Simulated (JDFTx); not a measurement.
# MoS2 under changes of volume

One of the cells (17.373 Å³/atom); the others are scaled copies at fixed shape and fractional positions:

```
Mo S
1.0
     1.56940    0.90609    6.10872
    -1.56940    0.90609    6.10872
     0.00000   -1.81218    6.10872
Mo S
1 2
Direct
  0.00000 0.00000 0.00000
  0.41700 0.41700 0.41700
  0.25000 0.25000 0.25000
```

Measurements of this composition are mostly on another form, of space group No. 194.

| Quantity | Value |
| --- | --- |
| Program | JDFTx 1.7.0 (patched build) |
| Functional | PBEsol |
| Potentials or basis | PseudoDojo-SR-PBEsol-0.4.1-standard with smoothed tails |
| Cutoff | 1088 eV |
| Density cutoff | 8708 eV |
| k mesh | 10 × 10 × 10 |
| Occupations | fermi-dirac, width 0.05 eV |
| Spin | no spin polarisation |

```tsv
volume (Å³/atom)	energy over the lowest point (meV/atom)	pressure (GPa)	gap on the mesh (eV)	largest force (eV/Å)
16.664	37.61	11.5	0.85	1.427
17.019	16.77	7.4	0.87	1.011
17.373	4.52	3.7	0.89	0.625
17.728	0.00	0.4	0.91	0.269
18.083	?	?	?	?
```

Task: What does the run at 18.083 Å³/atom give?

Result: Energy over the lowest point 2.41 meV/atom; pressure -2.6 GPa; gap on the mesh 0.93 eV; largest force 0.144 eV/Å.

Worked out: A Birch-Murnaghan fit of order 2 (a polynomial in V^(-2/3)) to the other rows has its minimum at 17.77 Å³/atom, just outside them, with B0 = V·E''(V) = 156 GPa at fixed shape and positions, which overstates the stiffness. It gives 2.49 meV/atom at 18.083 Å³/atom, against the run's 2.41, and -dE/dV = -2.6 GPa, against -2.6. A straight line through the other rows of the gap, of slope 0.97 eV per unit of ln V, extrapolates to 0.93 eV, against the run's 0.93.

Energies are extrapolated to zero smearing.

Caveats: forces of over 1 eV/Å show positions far from the minimum, so gaps and moduli don't describe the material at rest (some runs).

A mesh can miss the band edges. Spin-orbit coupling on Mo is left out.
